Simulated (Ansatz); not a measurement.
# ScAl3: uniaxial strain along a

The task here is to estimate one member of a computed series from the others.

Computed with Ansatz 0.2.0 (DFT PBE, scalar-relativistic, plane waves, PAW, unless a step's input says otherwise).

2 further runs of the same task are left out: 2 set aside as unsound or not needed.

## The structure to begin with

Symmetry: Pm-3m, No. 221, cubic system. Conventional cell: a = 4.105 Å, b = 4.105 Å, c = 4.105 Å, α = 90.00°, β = 90.00°, γ = 90.00°. Around Sc (site symmetry m-3m) lie 12 Al at 2.90 Å. Al (site symmetry 4/mmm) is surrounded by 4 Sc at 2.90 Å and 8 Al at 2.90 Å.

Coordinates:

```cif
data_structure
_symmetry_space_group_name_H-M 'Pm-3m'
_symmetry_Int_Tables_number 221
_cell_length_a 4.1053
_cell_length_b 4.1053
_cell_length_c 4.1053
_cell_angle_alpha 90.000
_cell_angle_beta 90.000
_cell_angle_gamma 90.000
_cell_volume 69.19
loop_
_atom_site_label
_atom_site_type_symbol
_atom_site_symmetry_multiplicity
_atom_site_Wyckoff_symbol
_atom_site_fract_x
_atom_site_fract_y
_atom_site_fract_z
_atom_site_occupancy
Sc1 Sc 1 a 0.00000 0.00000 0.00000 1
Al1 Al 3 c 0.50000 0.00000 0.50000 1
```

It goes back to an entry of the Materials Project.

It is the result of an earlier relaxation at this level (volume 17.30 Å³/atom; gap on the mesh: none (metal)).

The unstrained cell comes from an earlier run at this level (4 atoms, E(σ→0) -3750.1343 eV, gap none (metal)).

The first run:

File input.yaml:

```yaml
crystal:
  lattice:
    - [4.0232239837, 0.0, 0.0]
    - [0.0, 4.1258572485, 0.0]
    - [0.0, 0.0, 4.1258572485]
  atoms:
    - { symbol: Sc, position: [0.0, 0.0, 0.0] }
    - { symbol: Al, position: [0.5, 0.0, 0.5] }
    - { symbol: Al, position: [0.0, 0.5, 0.5] }
    - { symbol: Al, position: [0.5, 0.5, 0.0] }
basis:
  ecutwfc: 420
kpoints:
  mp_grid: { grid: [12, 12, 12] }
hamiltonian:
  xc: pbe
scf:
  occupations: { method: gaussian, width: 0.1 }
output:
  forces: true
  stress: true
  eigenvalues: true
relax:
  adjacent_minimum: "off"
  f_tol: 0.008
  max_steps: 40
  cell: { stress_tol: 0.015, fix: [a, angles] }
```

Command:

```
> ansatz run input.yaml --threads 1 --pin off --max-ram 2560MiB --backend cpu --events-out ev --progress --plain --runs-dir out
```

Among the steps run: The cell strained by -2.0 %; At +2.0 %; The cell strained by -4.0 %; Strain +4.0 %; At -6.0 %; Strain +6.0 %.

One table of the session follows, with a row left open; its other results are not shown here.

Lengths are those of the vectors of the cell that was run; stresses in GPa:

| strain (%) | ΔE (meV/atom) | a (Å) | b (Å) | c (Å) |
| --- | --- | --- | --- | --- |
| -6.0 | 34.6 | 3.859 | 4.164 | 4.164 |
| -4.0 | 15.1 | 3.941 | 4.141 | 4.141 |
| -2.0 | ? | ? | ? | ? |
| +0.0 | 0.0 | 4.105 | 4.105 | 4.105 |
| +2.0 | 3.5 | 4.187 | 4.092 | 4.092 |
| +4.0 | 13.5 | 4.270 | 4.081 | 4.081 |
| +6.0 | 29.5 | 4.352 | 4.071 | 4.071 |

Estimate the missing values for strain (%) = -2.0.

Worked estimate for «ΔE (meV/atom)». A straight line through the neighbours (-4.0, 15.1) and (0.0, 0.0) gives 15.1 + (0.0 − 15.1) × (-2.0 + 4.0) / (0.0 + 4.0) = 7.5; a parabola fitted to 4 rows on both sides gives 3.7.

**Answer.** ΔE (meV/atom): 3.7; a (Å): 4.023; b (Å): 4.122; c (Å): 4.122. In «ΔE (meV/atom)» the line misses by +3.8 and the parabola by 0.0.

ΔE is over the unstrained cell. Stress in GPa, positive in compression, on the Cartesian axes of the input. 
